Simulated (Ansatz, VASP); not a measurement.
Two plane-wave programs on Al

```
Al
1.0
    -1.42269    1.42269    1.42269
     1.42269   -1.42269    1.42269
     1.42269    1.42269   -1.42269
Al
1
Cartesian
  0.0000 0.0000 0.0000
```

Change from the starting cell: volume scaled by 0.68, PAW files.

Alike in both runs: task single point; functional PBE; k mesh 18 × 18 × 18; occupations fermi-dirac, width 0.1 eV; no spin polarisation.

|  | VASP | Ansatz |
| --- | --- | --- |
| version | VASP 6.6.1 | Ansatz 0.2.0 |
| potentials or method | VASP PAW PBE potentials, release 64 (Al) | PAW with Ansatz's default frozen-core files, scalar-relativistic |
| plane-wave cutoff (eV) | 520 | 420 |
| valence electrons in the cell | 3 | 3 |

|  | VASP | Ansatz | Ansatz less VASP |
| --- | --- | --- | --- |
| pressure (GPa) | 60.3 | 60.3 | -0.05 |

Caveats: the cell as given lies far from equilibrium; so large a pressure means that the cell lies far from this level's equilibrium, or that cutoff or potentials fall short (VASP).
